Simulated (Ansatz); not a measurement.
**Au in Ansatz: convergence with k mesh**

The system is Au.

```
Au
1.0
    -1.65727    1.65727    1.65727
     1.65727   -1.65727    1.65727
     1.65727    1.65727   -1.65727
Au
1
Direct
  0.00000 0.00000 0.00000
```

This isn't the form of Au at room conditions, which is fcc.

| Quantity | Value |
| --- | --- |
| Program | Ansatz 0.2.0 |
| Task | convergence study |
| Functional | PBE |
| Potentials or basis | PseudoDojo standard (PBE files) |
| Cutoff | 1034 eV |
| Density cutoff | 4136 eV |
| k mesh | 3 × 3 × 3 |
| Occupations | cold, width 0.05 eV |
| Spin | no spin polarisation |

These are the settings of the first run; the series varies k mesh, with any setting tied to it.

Hardware: 2 threads of Intel(R) Xeon(R) Processor @ 2.50GHz (Skylake/Cascade Lake), on a shared host.

```
      k mesh  energy less the tightest run, at zero smearing (meV/atom)  pressure (GPa)  SCF cycles  CPU time (s)  peak memory (GiB)
   3 × 3 × 3                                                    -296.65           -4.55           6          0.83               0.26
   4 × 4 × 4                                                     231.96           -3.02           7           1.4               0.27
   5 × 5 × 5                                                       7.65           -1.33           6           1.4               0.27
   6 × 6 × 6                                                      92.06           -1.77           6           1.7               0.28
   8 × 8 × 8                                                      43.33           -1.56           6           2.5               0.29
10 × 10 × 10                                                      20.29           -2.14           6           3.9               0.31
13 × 13 × 13                                                       4.55           -1.46           6           6.4               0.34
15 × 15 × 15                                                       1.95           -1.58           7           9.4               0.36
18 × 18 × 18                                                       0.00           -1.97           6            17                0.4
```

Not settled before the last step: the energy (to 1 meV/atom), the pressure (to 0.1 GPa). Meshes of other sizes hit other points, so gaps and Fermi surfaces needn't settle smoothly. The tightest run that finished is the yardstick and may itself not be fully converged.

Spin-orbit coupling is left out, which matters for the levels of Au.
